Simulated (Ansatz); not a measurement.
# Gaps and decay in MgS/KF stacks, part 3 of 4

How do the layer thicknesses change the gap of MgS/KF? The crystals are MgS rock salt(001) and KF rock salt(001), on a common net of side 3.833 Å (+3.6 % and +0.0 % against typed lattice constants near PBE's). Layer spacings come from each crystal relaxed along the normal on that net, and the joins take the mean spacing. The stacks are then relaxed. The first steps treat the bulk crystals alone.

Ansatz 0.2.0; PBE DFT, plane waves, PAW files (the session's first sound run).

So far, gap on path (eV): step 3 (band edges, strain 0.0365, crystal MgS rock salt(001)) 2.43; step 5 (the bulk crystal and its band edges, strain 0.0001, crystal KF rock salt(001)) 5.96; step 7 (band edges of the superlattice, atomic layers of each crystal 2×1, k-mesh 6×6×4) 2.46.

## Step 9: Relaxing the interfaces, stack MgS 1 / KF 4, atomic layers of each crystal 1×4

This step: PBE DFT, plane waves, PAW files (Ansatz 0.2.0).

System of this step: MgS (1) / KF (4). The cell holds 10 atoms: 1 S, 1 Mg, 4 F and 4 K. Its edges and angles: a = 3.833 Å, b = 3.833 Å, c = 13.672 Å, α = 81.9°, β = 81.9°, γ = 90.0°. Regions: 0: MgS, 2 atoms (1 S and 1 Mg); 1: KF, 8 atoms (4 F and 4 K). The structure's axis is c.

The stack is relaxed at a fixed cell, since the spacings at the joins were only estimated. The total length stays as laid.

input.yaml reads:

```yaml
crystal:
  lattice:
    - [3.833, 0.0, 0.0]
    - [0.0, 3.833, 0.0]
    - [1.9165, 1.9165, 13.4003798438]
  atoms:
    - { symbol: S, position: [0.0, 0.0, 0.0] }
    - { symbol: Mg, position: [0.5, 0.5, 0.0] }
    - { symbol: F, position: [0.4016614731, 0.4016614731, 0.1966770539] }
    - { symbol: K, position: [-0.0983385269, -0.0983385269, 0.1966770539] }
    - { symbol: F, position: [-0.1994461756, -0.1994461756, 0.3988923513] }
    - { symbol: K, position: [0.3005538244, 0.3005538244, 0.3988923513] }
    - { symbol: F, position: [0.1994461756, 0.1994461756, 0.6011076487] }
    - { symbol: K, position: [-0.3005538244, -0.3005538244, 0.6011076487] }
    - { symbol: F, position: [-0.4016614731, -0.4016614731, 0.8033229461] }
    - { symbol: K, position: [0.0983385269, 0.0983385269, 0.8033229461] }
kpoints:
  mp_grid: { grid: [6, 6, 2] }
scf:
  occupations: { method: fixed }
  max_iter: 120
hamiltonian:
  xc: pbe
output:
  eigenvalues: false
  forces: true
relax:
  f_tol: 0.02
  max_steps: 40
```

Launch:

```
$ ansatz run input.yaml --threads 4 --pin off --max-ram 10240MiB --backend cpu --events-out ev --progress --plain --runs-dir out
```

Numbers of over 12 decimals in the logs are rounded to 6 here.

The log of the run:

```text
[...]
Crystal: 10 atoms, lattice volume = 196.877 Å³
Basis set: ecut = 420 eV, 3873 PW (Γ), exchange–correlation on 54×54×192 points (8 copies of the dense FFT grid, shifted against one another)
Bands: 50, of which v1, the nominal top of the filled ones, is band 40 counted from 1 (39 counted from 0)
Symmetry: 4 space group operations
k-points: 26 of 72
[...]
SCF iter   1: F=—  HF=-12222.634697 eV  |F-HF|=—  |Δ(HF+E_count)|=         —  Δρ=1.25e-3  dr2=2.54e-3  ethr=1.77e-3  ⟨swp⟩=4.8  Hψ=4884  notcnv=0  defer=188
[...]
SCF iter   6: F=-12222.633326 eV  HF=-12222.633326 eV  |F-HF|=1.38e-8  |Δ(HF+E_count)|=   4.12e-7  Δρ=8.74e-6  dr2=1.96e-7  ethr=1.97e-9  ⟨swp⟩=2.0  Hψ=3953  notcnv=0
SCF 1 converged in 6 iterations: F = -12222.633326 eV  dr2 = 1.96e-7
[...]
relax step   1: F+E_penalty+E_count = -12222.63332567 eV  Δ(F+E_penalty+E_count) = +0.000e0 eV  max|allowed force component| = 1.915e0 eV/Å  Δτ_max = 0.0000 Å  (6 SCF iters, dr2 threshold 1.00e-5 eV, accepted)
[...]
SCF iter   6: F=-12223.070253 eV  HF=-12223.070252 eV  |F-HF|=1.47e-6  |Δ(HF+E_count)|=   2.75e-5  Δρ=5.66e-5  dr2=5.51e-6  ethr=1.14e-7  ⟨swp⟩=4.0  Hψ=4183  notcnv=0
SCF 2 converged in 6 iterations: F = -12223.070253 eV  dr2 = 5.51e-6
relax step   2: F+E_penalty+E_count = -12223.07025329 eV  Δ(F+E_penalty+E_count) = -4.369e-1 eV  max|allowed force component| = 3.150e-1 eV/Å  Δτ_max = 0.1950 Å  (6 SCF iters, dr2 threshold 1.00e-4 eV, accepted)
SCF iter   1: F=—  HF=-12223.167632 eV  |F-HF|=—  |Δ(HF+E_count)|=         —  Δρ=1.05e-2  dr2=1.93e-1  ethr=2.14e-3  ⟨swp⟩=4.1  Hψ=2460  notcnv=0  defer=78
[...]
SCF iter   6: F=-12223.092472 eV  HF=-12223.092471 eV  |F-HF|=6.10e-7  |Δ(HF+E_count)|=   1.22e-6  Δρ=1.84e-5  dr2=1.18e-6  ethr=7.75e-9  ⟨swp⟩=4.0  Hψ=4195  notcnv=0
SCF 3 converged in 6 iterations: F = -12223.092472 eV  dr2 = 1.18e-6
relax step   3: F+E_penalty+E_count = -12223.09247167 eV  Δ(F+E_penalty+E_count) = -2.222e-2 eV  max|allowed force component| = 1.567e-1 eV/Å  Δτ_max = 0.0859 Å  (6 SCF iters, dr2 threshold 6.20e-6 eV, accepted)
[...]
relax step   4: F+E_penalty+E_count = -12223.10168969 eV  Δ(F+E_penalty+E_count) = -9.218e-3 eV  max|allowed force component| = 4.950e-2 eV/Å  Δτ_max = 0.0327 Å  (6 SCF iters, dr2 threshold 1.53e-6 eV, accepted)
SCF iter   1: F=—  HF=-12223.107457 eV  |F-HF|=—  |Δ(HF+E_count)|=         —  Δρ=3.25e-3  dr2=9.39e-3  ethr=1.75e-4  ⟨swp⟩=3.3  Hψ=2375  notcnv=0  defer=101
[...]
SCF iter   7: F=-12223.103799 eV  HF=-12223.103799 eV  |F-HF|=5.00e-9  |Δ(HF+E_count)|=   9.45e-9  Δρ=3.49e-6  dr2=2.05e-8  ethr=1.25e-10  ⟨swp⟩=4.0  Hψ=4215  notcnv=0
SCF 5 converged in 7 iterations: F = -12223.103799 eV  dr2 = 2.05e-8
relax step   5: F+E_penalty+E_count = -12223.10379910 eV  Δ(F+E_penalty+E_count) = -2.109e-3 eV  max|allowed force component| = 1.749e-2 eV/Å  Δτ_max = 0.0299 Å  (7 SCF iters, accepted)
SCF converged after 7 iterations
Free energy (F): -12223.103799 eV
[...]
Internal energy: -12223.103799 eV  (E = F + TS)
E sigma→0 (E₀):  -12223.103799 eV
Fermi energy:    4.420276 eV
[...]
--- Forces (eV/Å), atoms counted from 1 ---
  atom   1  S     -0.00000000    -0.00000000     0.00000000
  atom   2  Mg     0.00000000     0.00000000     0.00000000
  atom   3  F     -0.00000084    -0.00000084    -0.01748723
  atom   4  K     -0.00000013    -0.00000013     0.00247958
  atom   5  F      0.00000095     0.00000095    -0.00444999
  atom   6  K      0.00000092     0.00000092    -0.00710565
  atom   7  F     -0.00000095    -0.00000095     0.00444999
  atom   8  K     -0.00000092    -0.00000092     0.00710565
  atom   9  F      0.00000084     0.00000084     0.01748723
  atom  10  K      0.00000013     0.00000013    -0.00247958
  max |Σ_I F_I| component: 1.30e-18 eV/Å
--- Relaxed structure (5 steps of the walk, 5 accepted, 0 SCFs on fresh bases) ---
  F+E_penalty+E_count = -12223.10379910 eV   max|allowed force component| = 1.749e-2 eV/Å
  atoms:
    - { symbol: S, position: [0, 0, 0] }
    - { symbol: Mg, position: [0.500000, 0.500000, 0] }
    - { symbol: F, position: [0.407369, 0.407369, 0.185264] }
    - { symbol: K, position: [-0.105605, -0.105605, 0.211210] }
    - { symbol: F, position: [-0.203469, -0.203469, 0.406937] }
    - { symbol: K, position: [0.300940, 0.300940, 0.398121] }
    - { symbol: F, position: [0.203469, 0.203469, 0.593063] }
    - { symbol: K, position: [-0.300940, -0.300940, 0.601879] }
    - { symbol: F, position: [-0.407369, -0.407369, 0.814736] }
    - { symbol: K, position: [0.105605, 0.105605, 0.788790] }
[...]
```

Elapsed: 12 s, on 4 threads of Arm Neoverse V2, shared host; peak memory 0.63 GiB; 46 s of CPU time.

Relaxation path:

| step | energy less that of the first step (eV) | largest force component (eV/Å) |
| --- | --- | --- |
| 1 | 0.0000 | 1.9147 |
| 2 | -0.4369 | 0.3150 |
| 3 | -0.4591 | 0.1567 |
| 4 | -0.4684 | 0.0495 |
| 5 | -0.4705 | 0.0175 |

The atoms that moved most (Å):

| atom | dx | dy | dz | length |
| --- | --- | --- | --- | --- |
| K10 | 0.000 | 0.000 | -0.195 | 0.195 |
| K4 | 0.000 | 0.000 | 0.195 | 0.195 |
| F9 | 0.000 | 0.000 | 0.153 | 0.153 |
| F3 | 0.000 | 0.000 | -0.153 | 0.153 |
| F7 | 0.000 | 0.000 | -0.108 | 0.108 |
| F5 | 0.000 | 0.000 | 0.108 | 0.108 |
| K6 | 0.000 | 0.000 | -0.010 | 0.010 |
| K8 | 0.000 | 0.000 | 0.010 | 0.010 |

This step gave:

```yaml
free_energy: -12223.1038 eV
fermi_energy: 4.420 eV
```

The largest force component on a free atom ends at 0.017 eV/Å.

## Step 10: Band edges of the superlattice, atomic layers of each crystal 1×4, k-mesh 6×6×2

Another period, with its own band edges.

input.yaml reads:

```yaml
crystal:
  lattice:
    - [3.833, 0.0, 0.0]
    - [0.0, 3.833, 0.0]
    - [1.9165, 1.9165, 13.4003798438]
  atoms:
    - { symbol: S, position: [0.0, 0.0, 0.0] }
    - { symbol: Mg, position: [0.5, 0.5, 0.0] }
    - { symbol: F, position: [0.4073685946, 0.4073685946, 0.1852635509] }
    - { symbol: K, position: [-0.1056047335, -0.1056047335, 0.2112097057] }
    - { symbol: F, position: [-0.2034688692, -0.2034688692, 0.406937421] }
    - { symbol: K, position: [0.3009397127, 0.3009397127, 0.3981209305] }
    - { symbol: F, position: [0.2034688692, 0.2034688692, 0.593062579] }
    - { symbol: K, position: [-0.3009397127, -0.3009397127, 0.6018790695] }
    - { symbol: F, position: [-0.4073685946, -0.4073685946, 0.8147364491] }
    - { symbol: K, position: [0.1056047335, 0.1056047335, 0.7887902943] }
kpoints:
  mp_grid: { grid: [6, 6, 2] }
  band_path: { path: [VBM, CBM], npoints: 24 }
scf:
  occupations: { method: fixed }
  max_iter: 120
hamiltonian:
  xc: pbe
output:
  eigenvalues: true
  write_potential: true
  write_density: true
  volumetric_format: npy
```

The log of the run:

```text
Warning: the atoms were moved onto the symmetric positions of the space group found under crystal.symmetry.tolerance 1.0e-5 (fractional; no operation is sought that the atoms, as they stand in a round, miss by more than twice it, and no atom is moved by as much as it), and the run uses the moved positions. Before a round's move an operation carried an atom to 4.01e-6 Å from where it should land, the largest such dist [...]
[...]
Crystal: 10 atoms, lattice volume = 196.877 Å³
Basis set: ecut = 420 eV, 3873 PW (Γ)
Bands: 50, of which v1, the nominal top of the filled ones, is band 40 counted from 1 (39 counted from 0)
Symmetry: 4 space group operations
k-points: 26 of 72
[...]
SCF iter   1: F=—  HF=-12223.107024 eV  |F-HF|=—  |Δ(HF+E_count)|=         —  Δρ=1.04e-3  dr2=5.51e-3  ethr=1.77e-3  ⟨swp⟩=5.0  Hψ=4872  notcnv=0  defer=169
[...]
SCF iter   8: F=-12223.104407 eV  HF=-12223.104407 eV  |F-HF|=4.23e-9  |Δ(HF+E_count)|=   8.57e-9  Δρ=1.87e-6  dr2=9.30e-9  ethr=1.25e-10  ⟨swp⟩=13.4  Hψ=5620  notcnv=0
SCF 1 converged in 8 iterations: F = -12223.104407 eV  dr2 = 9.30e-9
[...]
SCF converged after 8 iterations
Free energy (F): -12223.104407 eV
[...]
Internal energy: -12223.104407 eV  (E = F + TS)
E sigma→0 (E₀):  -12223.104407 eV
Fermi energy:    4.420424 eV
[...]
--- Band table (eV; the first three rows and the last of 26) ---
  k-point 0: bands = [... 36 lower, 1.5826, 3.6673, 4.1318, 4.1318, 7.0917, 7.9174, 8.5915, 9.3542, ... 6 higher]
  k-point 1: bands = [... 36 lower, 1.5825, 3.6418, 4.1317, 4.1317, 7.3236, 7.5486, 8.8605, 9.3142, ... 6 higher]
  k-point 2: bands = [... 36 lower, 1.5262, 3.2998, 3.7718, 4.1978, 7.7314, 8.4945, 8.9346, 9.6784, ... 6 higher]
  k-point 25: bands = [... 36 lower, 1.4393, 2.3843, 2.3847, 4.3808, 7.5193, 9.4293, 9.5744, 9.9764, ... 6 higher]
```

Elapsed: 30 s, on 4 threads; peak memory 0.64 GiB; 2 min of CPU time.

This step gave:

```yaml
free_energy: -12223.1044 eV
gap_on_the_k_mesh: 2.671 eV
gap_on_path: 2.671 eV, by band count; negative where bands overlap
edge_places_on_path: 0, 0.8525 1/A along the path
```

Electronic bands along the path, in eV, zero at the Fermi level (highest filled level under fixed occupations); v1 is the highest filled band, c1 the lowest empty one:

| point | v4 | v3 | v2 | v1 | c1 | c2 | c3 | c4 |
| --- | --- | --- | --- | --- | --- | --- | --- | --- |
| VBM | -3.06 | -2.37 | -0.35 | 0.00 | 5.30 | 5.48 | 5.50 | 5.53 |
| halfway | -2.95 | -1.68 | -0.55 | -0.15 | 3.92 | 4.40 | 4.99 | 5.57 |
| CBM | -2.84 | -0.75 | -0.29 | -0.29 | 2.67 | 3.50 | 4.17 | 4.93 |

The searched edges give 2.67 eV, as on the mesh.

Between step 7 and this run (10 atoms and atomic layers of each crystal 1×4) the value for the gap on path moves from 2.46 eV to 2.67 eV.

## Step 11: Minibands and complex bands along the stacking, atomic layers of each crystal 1×4, k-mesh 6×6×2

This step: PBE DFT, plane waves, PAW files; complex bands by layer matching along the plane's normal (Ansatz 0.2.0).

The whole cell is now the period, so open channels are minibands and Im kz is the decay through the stack.

Changes to input.yaml since step 10:

```diff
@@ -18,3 +18,2 @@
   mp_grid: { grid: [6, 6, 2] }
-  band_path: { path: [VBM, CBM], npoints: 24 }
 scf:
@@ -26,4 +25,6 @@
   eigenvalues: true
-  write_potential: true
-  write_density: true
-  volumetric_format: npy
+  transmission:
+    leads: [[0, 0]]
+    kpoints: [[0.0, 0.0], [0.0, -0.5]]
+    e_range: [-1.5, 4.17]
+    de: 0.08
```

The log of the run:

```text
[...]
Crystal: 10 atoms, lattice volume = 196.877 Å³
Basis set: ecut = 420 eV, 3873 PW (Γ)
Bands: 50, of which v1, the nominal top of the filled ones, is band 40 counted from 1 (39 counted from 0)
Symmetry: 4 space group operations
k-points: 26 of 72
[...]
SCF iter   1: F=—  HF=-12223.107024 eV  |F-HF|=—  |Δ(HF+E_count)|=         —  Δρ=1.04e-3  dr2=5.51e-3  ethr=1.77e-3  ⟨swp⟩=5.0  Hψ=4872  notcnv=0  defer=169
[...]
SCF iter   8: F=-12223.104407 eV  HF=-12223.104407 eV  |F-HF|=4.23e-9  |Δ(HF+E_count)|=   8.57e-9  Δρ=1.87e-6  dr2=9.30e-9  ethr=1.25e-10  ⟨swp⟩=13.4  Hψ=5620  notcnv=0
SCF 1 converged in 8 iterations: F = -12223.104407 eV  dr2 = 9.30e-9
[...]
transmission: 20 of 40 steps passed
transmission: 40 of 40 steps passed
SCF converged after 8 iterations
Free energy (F): -12223.104407 eV
[...]
Internal energy: -12223.104407 eV  (E = F + TS)
E sigma→0 (E₀):  -12223.104407 eV
Fermi energy:    4.420424 eV
[...]
--- Band table (eV; the first three rows and the last of 26) ---
  k-point 0: bands = [... 36 lower, 1.5826, 3.6673, 4.1318, 4.1318, 7.0917, 7.9174, 8.5915, 9.3542, ... 6 higher]
  k-point 1: bands = [... 36 lower, 1.5825, 3.6418, 4.1317, 4.1317, 7.3236, 7.5486, 8.8605, 9.3142, ... 6 higher]
  k-point 2: bands = [... 36 lower, 1.5262, 3.2998, 3.7718, 4.1978, 7.7314, 8.4945, 8.9346, 9.6784, ... 6 higher]
  k-point 25: bands = [... 36 lower, 1.4393, 2.3843, 2.3847, 4.3808, 7.5193, 9.4293, 9.5744, 9.9764, ... 6 higher]
--- Transmission ---
  basis      : 137 plane waves across, 20 finite elements along
  points     : 2, as listed
[...]
crystal 0  : S1Mg1F4K4, at the sites [0, 0], period 13.4004 Å: whole cells are its period
[...]
channels       : 0.000000e0 a spin
[...]
slowest decay  : 0.3440 /Å at (0.0000, 0.0000)
```

It took 13 s on 4 threads; peak memory 0.73 GiB; 43 s of CPU time.

This step gave:

```
decay constant at the filling level, zone centre          : 0.3440 Å⁻¹
decay constant at the filling level, slowest listed point : 0.344 Å⁻¹
```

Lower lead, k parallel (0, 0); values up to 1.345 1/Å, a degenerate pair printed once or twice; energies at which all values exceed this have no row. The Im kz of the slowest decaying states by energy, zero at the highest filled level on the SCF mesh:

| energy (eV) | decay 1 (Å⁻¹) | decay 2 (Å⁻¹) | decay 3 (Å⁻¹) | decay 4 (Å⁻¹) |
| --- | --- | --- | --- | --- |
| -1.5000 | 0.348 | 0.629 | 0.842 | - |
| -1.2600 | 0.323 | 0.637 | 0.828 | - |
| -1.0200 | 0.275 | 0.644 | 0.808 | 1.33 |
| -0.7800 | 0.0321 | 0.648 | 0.777 | 1.30 |
| -0.4600 | 0.286 | 0.652 | 0.694 | 1.27 |
| -0.2200 | 0.325 | 0.621 | 0.653 | 1.24 |
| 0.0200 | 0.345 | 0.652 | 0.727 | 1.22 |
| 0.2600 | 0.357 | 0.650 | 0.763 | 1.19 |
| 0.5000 | 0.362 | 0.647 | 0.782 | 1.16 |
| 0.7400 | 0.362 | 0.642 | 0.793 | 1.13 |
| 0.9800 | 0.357 | 0.636 | 0.799 | 1.10 |
| 1.2200 | 0.348 | 0.629 | 0.802 | 1.07 |
| 1.4600 | 0.334 | 0.621 | 0.801 | 1.03 |
| 1.7800 | 0.305 | 0.609 | 0.798 | 0.989 |
| 2.0200 | 0.273 | 0.599 | 0.793 | 0.953 |
| 2.2600 | 0.228 | 0.588 | 0.786 | 0.916 |
| 2.5000 | 0.155 | 0.576 | 0.778 | 0.877 |
| 2.7400 | 0.564 | 0.769 | 0.836 | 1.14 |
| 2.9800 | 0.0443 | 0.551 | 0.758 | 0.792 |
| 3.2200 | 0.539 | 0.745 | 0.746 | 1.10 |
| 3.4600 | 0.527 | 0.695 | 0.733 | 1.08 |
| 3.7800 | 0.102 | 0.513 | 0.621 | 0.713 |
| 4.0200 | 0.0881 | 0.503 | 0.558 | 0.697 |

Lower lead, k parallel (0, -0.5); values up to 1.345 1/Å, a degenerate pair printed once or twice; energies at which all values exceed this have no row. The Im kz of the slowest decaying states by energy, zero at the highest filled level on the SCF mesh:

| energy (eV) | decay 1 (Å⁻¹) | decay 2 (Å⁻¹) | decay 3 (Å⁻¹) | decay 4 (Å⁻¹) |
| --- | --- | --- | --- | --- |
| -1.5000 | 0.475 | 1.01 | 1.03 | - |
| -1.2600 | 0.484 | 1.01 | 1.03 | - |
| -1.0200 | 0.486 | 1.02 | 1.03 | - |
| -0.7800 | 0.480 | 1.02 | 1.02 | - |
| -0.4600 | 0.440 | 0.999 | 1.01 | - |
| -0.2200 | 0.456 | 0.971 | 1.01 | - |
| 0.0200 | 0.500 | 0.879 | 0.879 | 1.01 |
| 0.2600 | 0.522 | 0.971 | 1.00 | - |
| 0.5000 | 0.537 | 0.991 | 0.995 | - |
| 0.7400 | 0.548 | 0.989 | 1.00 | 1.00 |
| 0.9800 | 0.556 | 0.981 | 1.01 | - |
| 1.2200 | 0.562 | 0.973 | 1.01 | - |
| 1.4600 | 0.566 | 0.964 | 1.01 | - |
| 1.7800 | 0.568 | 0.952 | 1.00 | - |
| 2.0200 | 0.569 | 0.942 | 0.999 | - |
| 2.2600 | 0.568 | 0.568 | 0.932 | 0.994 |
| 2.5000 | 0.565 | 0.922 | 0.988 | - |
| 2.7400 | 0.562 | 0.562 | 0.913 | 0.982 |
| 2.9800 | 0.557 | 0.903 | 0.974 | - |
| 3.2200 | 0.550 | 0.895 | 0.965 | - |
| 3.4600 | 0.542 | 0.890 | 0.956 | - |
| 3.7800 | 0.529 | 0.892 | 0.943 | 1.28 |
| 4.0200 | 0.517 | 0.911 | 0.932 | 1.20 |

At +1.30 eV, the grid energy nearest the filling level (the middle of the gap on the SCF mesh), the slowest state at the listed wavevectors decays with κ = 0.344 Å⁻¹, its amplitude falling by e over 2.9 Å.

## Step 12: Relaxation, stack MgS 2 / KF 4, atomic layers of each crystal 2×4

This step: PBE DFT, plane waves, PAW files (Ansatz 0.2.0).

System of this step: MgS (2) / KF (4). The cell holds 12 atoms: 2 S, 2 Mg, 4 F and 4 K. Cell: a = 3.833 Å, b = 3.833 Å, c = 15.962 Å, α = 90.0°, β = 90.0°, γ = 90.0°. Regions: 0: MgS, 4 atoms (2 S and 2 Mg); 1: KF, 8 atoms (4 F and 4 K). The structure's axis is c.

The stack is relaxed at a fixed cell, since the spacings at the joins were only estimated. The total length stays as laid.

input.yaml reads:

```yaml
crystal:
  lattice:
    - [3.833, 0.0, 0.0]
    - [0.0, 3.833, 0.0]
    - [0.0, 0.0, 15.9617125061]
  atoms:
    - { symbol: S, position: [0.0, 0.0, 0.0] }
    - { symbol: Mg, position: [0.5, 0.5, 0.0] }
    - { symbol: S, position: [0.5, 0.5, 0.1604672845] }
    - { symbol: Mg, position: [0.0, 0.0, 0.1604672845] }
    - { symbol: F, position: [0.0, 0.0, 0.3255841057] }
    - { symbol: K, position: [0.5, 0.5, 0.3255841057] }
    - { symbol: F, position: [0.5, 0.5, 0.4953504634] }
    - { symbol: K, position: [0.0, 0.0, 0.4953504634] }
    - { symbol: F, position: [0.0, 0.0, 0.6651168211] }
    - { symbol: K, position: [0.5, 0.5, 0.6651168211] }
    - { symbol: F, position: [0.5, 0.5, 0.8348831789] }
    - { symbol: K, position: [0.0, 0.0, 0.8348831789] }
kpoints:
  mp_grid: { grid: [6, 6, 2] }
scf:
  occupations: { method: fixed }
  max_iter: 120
hamiltonian:
  xc: pbe
output:
  eigenvalues: false
  forces: true
relax:
  f_tol: 0.02
  max_steps: 40
```

The log of the run:

```text
[...]
Crystal: 12 atoms, lattice volume = 234.508 Å³
Basis set: ecut = 420 eV, 4613 PW (Γ), exchange–correlation on 54×54×216 points (8 copies of the dense FFT grid, shifted against one another)
Bands: 60, of which v1, the nominal top of the filled ones, is band 48 counted from 1 (47 counted from 0)
Symmetry: 16 space group operations
[...]
k-points: 20 of 72
[...]
- { symbol: Mg, position: [0, 0, 0.163264] }
    - { symbol: F, position: [0, 0, 0.312252] }
    - { symbol: K, position: [0.500000, 0.500000, 0.333289] }
    - { symbol: F, position: [0.500000, 0.500000, 0.500430] }
    - { symbol: K, position: [0, 0, 0.494069] }
    - { symbol: F, position: [0, 0, 0.660037] }
    - { symbol: K, position: [0.500000, 0.500000, 0.666398] }
    - { symbol: F, position: [0.500000, 0.500000, 0.848215] }
    - { symbol: K, position: [0, 0, 0.827178] }
[...]
[key lines of the parts left out:]
SCF converged after 6 iterations
Free energy (F): -15051.966704 eV
Fermi energy:    5.068288 eV
```

Wall time 17 s (4 threads); peak memory 0.72 GiB.

Step by step:

| step | energy less that of the first step (eV) | largest force component (eV/Å) |
| --- | --- | --- |
| 1 | 0.0000 | 1.7117 |
| 2 | -0.3920 | 0.3379 |
| 3 | -0.3944 | 0.3685 |
| 4 | -0.4226 | 0.1010 |
| 5 | -0.4297 | 0.0623 |
| 6 | -0.4330 | 0.0226 |
| 7 | -0.4334 | 0.0060 |

Forces are held to the 16 operations that the run works with; a distortion that breaks them can't arise in this run.

The atoms that moved most (Å):

| atom | dx | dy | dz | length |
| --- | --- | --- | --- | --- |
| F5 | 0.000 | 0.000 | -0.213 | 0.213 |
| F11 | 0.000 | 0.000 | 0.213 | 0.213 |
| K12 | 0.000 | 0.000 | -0.123 | 0.123 |
| K6 | 0.000 | 0.000 | 0.123 | 0.123 |
| F7 | 0.000 | 0.000 | 0.081 | 0.081 |
| F9 | 0.000 | 0.000 | -0.081 | 0.081 |
| S1 | 0.000 | 0.000 | 0.068 | 0.068 |
| S3 | 0.000 | 0.000 | -0.068 | 0.068 |

The largest force component on a free atom ends at 0.0060 eV/Å.

(Continued in part 4 of 4.)

[Logs are printed without paths, hosts, clocks, repeated set-up lines and the standing remarks that a program may print on its own settings, such as how far it seeks lower states.]

[Hosts, paths, dates, database ids (printed as entryN), source tags and the programs' standing remarks are cut or masked in the printed files.]
